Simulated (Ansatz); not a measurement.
The system is Se.

```
CELL_PARAMETERS angstrom
4.36620 0.00000 0.00000
-2.18310 3.78124 0.00000
0.00000 0.00000 4.95360
ATOMIC_POSITIONS crystal
Se 0.77460 0.77460 0.00000
Se 0.00000 0.22540 0.66667
Se 0.22540 0.00000 0.33333
```

| Item | Value |
| --- | --- |
| Program | Ansatz 0.2.0 |
| Task | single point |
| Functional | PBE |
| Potentials or basis | Ansatz PAW |
| Cutoff | 420 eV (not typed: the program's choice for these potentials) |
| k mesh | 7 × 7 × 6 |
| Occupations | fermi-dirac, width 0.05 eV |
| Spin | no spin polarisation |

On this cell: pressure 2.8 GPa; largest force 0.401 eV/Å; band gap on the k mesh 1.21 eV, indirect (least direct gap 1.48 eV).

The same run follows on a disturbed copy (atoms moved at random, drawn with an rms of 0.05 Å):

```xyz
3
Lattice="4.3662 0.0000 0.0000 -2.1831 3.7812 0.0000 0.0000 0.0000 4.9536" Properties=species:S:1:pos:R:3 pbc="T T T"
Se    1.7025    2.9419    0.0130
Se   -0.4753    0.8926    3.2587
Se    0.9908    0.0067    1.6217
```

Q: What does the disturbed cell give?

A: The energy moves by +3.6 meV/atom; pressure 2.6 GPa; largest force 0.627 eV/Å; band gap on the k mesh 0.92 eV, indirect (least direct gap 1.32 eV).

Forces in eV/Å, atoms in the order of the input:
```
Se  -0.302 -0.208 -0.509
Se  -0.208  0.111  0.331
Se   0.510  0.097  0.178
```

Stress tensor (GPa, compression positive):
```
2.60 0.25 0.51
0.25 1.39 1.33
0.51 1.33 3.73
```

Caveats: odd divisions of the mesh miss points on the zone boundary, where band edges often lie, so the gap on the mesh can be too wide.

A k mesh can miss the band edges.
